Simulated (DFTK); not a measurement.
Wanted: the native input for a DFTK 0.8.2 run.

| Item | Value |
| --- | --- |
| Task | band structure |
| Functional | r2SCAN |
| Potentials or basis | SG15 1.2 (PBE) |
| Cutoff | 1225 eV |
| k mesh | 13 × 13 × 13 |
| Occupations | fermi-dirac, width 0.05 eV |
| Spin | no spin polarisation |
| Valence electrons | C 4 |
| SCF tolerance on the density | 1e-06 |

C:

```xyz
2
Lattice="0.0000 1.7834 1.7834 1.7834 0.0000 1.7834 1.7834 1.7834 0.0000" Properties=species:S:1:pos:R:3 pbc="T T T"
C     2.6751    2.6751    2.6751
C     1.7834    1.7834    1.7834
```

This isn't the form of C at room conditions, which is graphite.

The input as run:

run.jl

```julia
using DFTK
using PseudoPotentialData
using Unitful, UnitfulAtomic
using LinearAlgebra, Printf
include("save.jl")
disable_threading()

# lattice vectors are the columns
lattice = austrip(1u"Å") * [           0.0        1.78337        1.78337;
                  1.78337            0.0        1.78337;
                  1.78337        1.78337            0.0]
symbols   = [:C, :C]
positions = [[0.75, 0.75, 0.75],
             [0.5, 0.5, 0.5]]
pseudopotentials = Dict(:C => "C.upf")
elements = Dict(s => ElementPsp(s, pseudopotentials; rcut=10.0) for s in unique(symbols))
atoms    = [elements[s] for s in symbols]

build_model(lattice, positions; symmetries=true) =
    model_DFT(lattice, atoms, positions;
              functionals=r2SCAN(),
              temperature=austrip(0.05u"eV"),
              smearing=Smearing.FermiDirac(),
              symmetries)
Ecut  = 45.0  # hartree
kgrid = [13, 13, 13]
tol   = 1e-6
to_GPa = ustrip(uconvert(u"GPa", 1u"hartree/bohr^3"))

model = build_model(lattice, positions)
basis = PlaneWaveBasis(model; Ecut, kgrid)
display(basis)
scfres = self_consistent_field(basis;
                               tol,
                               nbandsalg=AdaptiveBands(model; n_bands_converge=9))
display(scfres.energies)
@printf "Fermi level: %.6f eV\n" ustrip(auconvert(u"eV", something(scfres.εF, NaN)))
forces = compute_forces_cart(scfres)
println("Forces (eV/Å)")
for (s, f) in zip(symbols, forces)
    @printf "%-3s %12.6f %12.6f %12.6f\n" s ustrip.(auconvert.(u"eV/Å", f))...
end
stress = compute_stresses_cart(scfres)
println("Stress (GPa)")
display(round.(stress * to_GPa; digits=4))
println("Levels at the first k-point (eV): ", round.(ustrip.(auconvert.(u"eV", scfres.eigenvalues[1][1:scfres.n_bands_converge])); digits=4))
save_scf!(scfres; forces, stress)

points = Dict("G" => [0.0, 0.0, 0.0], "K" => [0.375, 0.375, 0.75], "L" => [0.5, 0.5, 0.5], "U" => [0.625, 0.25, 0.625], "W" => [0.5, 0.25, 0.75], "X" => [0.5, 0.0, 0.5])
segments = [("G", "X", 7), ("X", "W", 4), ("W", "K", 3), ("K", "G", 7), ("G", "L", 6), ("L", "U", 4), ("U", "W", 3), ("W", "L", 5), ("L", "K", 4), ("U", "X", 3)]
kcoords = vcat([[points[a] + t * (points[b] - points[a]) for t in range(0, 1, n)] for (a, b, n) in segments]...)
bands = compute_bands(scfres, ExplicitKpoints(kcoords); n_bands=11, tol=1e-5)
for (k, ε) in zip(bands.basis.kpoints, bands.eigenvalues)
    @printf "%d %8.4f %8.4f %8.4f " k.spin k.coordinate...
    println(join([@sprintf("%9.4f", e) for e in ustrip.(auconvert.(u"eV", ε .- scfres.εF))]))
end
results["band_energies"] = rows(bands.eigenvalues); results["band_kpoints"] = rows(kcoords)
```

Potentials or basis: SG15 1.2 (PBE).

Command:

```sh
$ julia --threads=1 run.jl  # save.jl only writes the numbers to a file and isn't shown; printed stress counts tension as positive; times include loading and compiling
```

Results of the run:

```json
{
  "Pressure": "-2.3 GPa",
  "Band gap on the k mesh": "4.27 eV, indirect (least direct gap 5.85 eV)",
  "Band gap along the path": "4.28 eV, indirect (least direct gap 5.85 eV)"
}
```

Caveat: the potentials were made for another functional, which shifts forces and pressure.

Wall time 4.9 min on 1 thread of Intel(R) Xeon(R) Processor @ 2.50GHz (Skylake/Cascade Lake), on a shared host, peak memory 1.6 GiB.
